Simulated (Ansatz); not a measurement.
# Step by step: ZnSe, relaxation of cell and atoms

Level of theory: DFT, PBE, PAW with Ansatz's default frozen-core files, scalar-relativistic in Ansatz 0.2.0.

Command: `ansatz run input.yaml --threads 1 --pin off --max-ram 2048MiB --backend cpu --events-out ev --progress --plain --runs-dir out` The run took about 20 s on 1 thread of a shared machine.

```yaml
crystal:
  lattice:
    - [0.0, 2.4940015977, 2.4940015977]
    - [2.4940015977, 0.0, 2.4940015977]
    - [2.4940015977, 2.4940015977, 0.0]
  atoms:
    - { symbol: Zn, position: [0.0, 0.0, 0.0] }
    - { symbol: Se, position: [0.5, 0.5, 0.5] }
kpoints:
  mp_grid: { grid: [13, 13, 13] }
scf:
  occupations: { method: fermi_dirac, width: 0.08 }
hamiltonian:
  xc: pbe
  pseudopotentials: { kind: paw }
output:
  forces: true
  stress: true
  write_density: true
  write_potential: true
  elf: true
  volumetric_format: npy
relax:
  f_tol: 0.005
  max_steps: 80
  cell: {}
```

The cell is built from the rocksalt type as a first guess.

The cutoff is 420 eV; energies and pressures of the walk include the program's estimate of the Pulay term.

Each frame lists the cell vectors (Å), then Cartesian positions (Å); symmetry keeps all forces zero. Free energies count from the first step, -8788.4258 eV.

The walk took 6 evaluations in all; steps that aren't listed are left out.

Step 1: E = 0.0 meV, P = 25.72 GPa

```
cell 0.0000 2.4940 2.4940 2.4940 0.0000 2.4940 2.4940 2.4940 0.0000
Zn    0.0000    0.0000    0.0000
Se    2.4940    2.4940    2.4940
```

Step 2: E = -442.7 meV, P = 6.53 GPa

```
cell 0.0000 2.6156 2.6156 2.6156 0.0000 2.6156 2.6156 2.6156 0.0000
Zn    0.0000    0.0000    0.0000
Se    2.6156    2.6156    2.6156
```

Step 3:

```
cell 0.0000 2.6627 2.6627 2.6627 0.0000 2.6627 2.6627 2.6627 0.0000
Zn    0.0000    0.0000    0.0000
Se    2.6627    2.6627    2.6627
```

(1) Give the energy, pressure of step 3.

(2) How does the relaxation end?

## Answers

(1) E = -491.3 meV, P = 1.77 GPa
```
Zn    0.0000    0.0000    0.0000
Se    2.6627    2.6627    2.6627
```

(2) It converges, with a = 5.367 Å, b = 5.367 Å, c = 5.367 Å, α = 90.00°, β = 90.00°, γ = 90.00° (conventional cell, space group Fm-3m). The last solve (on a basis chosen afresh for the final cell, so its energy is not quite comparable) gives E = -500.3 meV, P = 0.05 GPa:
```
cell 0.0000 2.6836 2.6836 2.6836 0.0000 2.6836 2.6836 2.6836 0.0000
Zn    0.0000    0.0000    0.0000
Se    2.6836    2.6836    2.6836
```
